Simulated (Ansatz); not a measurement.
The cell is COD entry 2002799, as deposited and not checked against the literature; nothing was relaxed. The listed cell was then made from it by scaling, straining or moving an atom.

An input for TiB$_{2}$: DFT, PBE, PAW with Ansatz's default frozen-core files, scalar-relativistic (Ansatz 0.2.0).

Command: `ansatz run input.yaml --threads 1 --pin off --max-ram 6144MiB --backend cpu --events-out ev --progress --plain --runs-dir out` The run took 2 s on 1 thread of AMD EPYC 9R45 96-Core Processor (Zen 5) (shared host), peak memory 0.41 GiB.

```yaml
crystal:
  lattice:
    - [3.088609328, 0.0, 0.0]
    - [-1.544304664, 2.6748141404, 0.0]
    - [0.0, 0.0, 3.2917180359]
  atoms:
    - { symbol: Ti, position: [0.0, 0.0, 0.0] }
    - { symbol: B, position: [0.3333333333, 0.6666666667, 0.5] }
    - { symbol: B, position: [0.6666666667, 0.3333333333, 0.5] }
kpoints:
  mp_grid: { grid: [15, 15, 13] }
scf:
  occupations: { method: fermi_dirac, width: 0.08 }
hamiltonian:
  xc: pbe
  pseudopotentials: { kind: paw }
output:
  forces: true
  stress: true
  eigenvalues: true
  efg: { contact_densities: true }
```

Set-up and iterations as logged by Ansatz (the results part is left out, to be predicted):

```
Engine: ansatz 0.2.0
Pseudopotentials: kind: paw
Pseudopotential: Ti, paw, valence charge 12, recommended cutoff 420 eV (normal)
Pseudopotential: B, paw, valence charge 3, recommended cutoff 420 eV (normal)
Functional definition: PBE
  parameter kappa = 0.804
  parameter beta = 0.06672455060314922
  exchange = pbe_x(kappa = kappa, mu = beta*pi^2/3)
  correlation = pbe_c(beta = beta)
Crystal: 3 atoms, lattice volume = 27.194 Å³
Basis set: ecut = 420 eV, 551 PW (Γ), exchange–correlation on 48×48×48 points (8 copies of the dense FFT grid, shifted against one another)
Bands: 13, of which v1, the nominal top of the filled ones, is band 9 counted from 1 (8 counted from 0)
Symmetry: 24 space group operations
Space group: P6/mmm (ITA 191), of the structure as read, at distance tolerance 3.0e-5 Å
k-points: 189 of 2925
Non-local potential: Ti, projectors of the file, l = 0: 3, l = 1: 2, l = 2: 3, l = 3: 1
Non-local potential: B, projectors of the file, l = 0: 2, l = 1: 2, l = 2: 1
PAW form: soft (Blöchl's): semilocal exchange-correlation on the pseudo side does not see the compensation charge
PAW one-centre angular grid: Ti, 590 points (default); XC on 64 Gauss nodes
PAW one-centre angular grid: B, 110 points (default); XC on 64 Gauss nodes
Initial density: superposition of atomic densities (neutral atoms: chi_scale 0, normalization atom), corrected by the library's trained network
Initial wavefunctions: pseudopotential atomic-orbital guess
Functional: x = pbe(κ = 0.804, μ = 0.2195149727645171), c = pbe(β = 0.06672455060314922)
SCF iter   1: F=—  HF=-2814.633476 eV  |F-HF|=—  |Δ(HF+E_count)|=         —  Δρ=2.99e-3  dr2=2.01e-3  ethr=1.77e-3  ⟨swp⟩=4.4  Hψ=12040  notcnv=0
SCF iter   2: F=—  HF=-2814.632937 eV  |F-HF|=—  |Δ(HF+E_count)|=   5.40e-4  Δρ=1.69e-3  dr2=7.36e-4  ethr=1.12e-5  ⟨swp⟩=1.1  Hψ=4041  notcnv=0
SCF iter   3: F=—  HF=-2814.632811 eV  |F-HF|=—  |Δ(HF+E_count)|=   1.25e-4  Δρ=1.35e-4  dr2=4.85e-6  ethr=4.09e-6  ⟨swp⟩=2.3  Hψ=3105  notcnv=0
SCF iter   4: F=—  HF=-2814.632794 eV  |F-HF|=—  |Δ(HF+E_count)|=   1.78e-5  Δρ=3.94e-5  dr2=3.32e-7  ethr=2.70e-8  ⟨swp⟩=2.3  Hψ=4107  notcnv=0
iter 5 did not close the SCF: its close was put off for the readings that it lacked (scf_convergence_deferred on its scf_iter line)
SCF iter   5: F=-2814.632794 eV  HF=-2814.632794 eV  |F-HF|=1.15e-9  |Δ(HF+E_count)|=   7.68e-8  Δρ=5.01e-6  dr2=4.26e-9  ethr=1.84e-9  ⟨swp⟩=2.0  Hψ=3814  notcnv=0
SCF iter   6: F=-2814.632794 eV  HF=-2814.632794 eV  |F-HF|=1.36e-11  |Δ(HF+E_count)|=   2.73e-9  Δρ=6.49e-7  dr2=4.83e-11  ethr=2.37e-11  ⟨swp⟩=1.3  Hψ=7447  notcnv=0
```

(1) What pressure will this run report?

Results:

(1) -13.07 GPa (positive in compression).
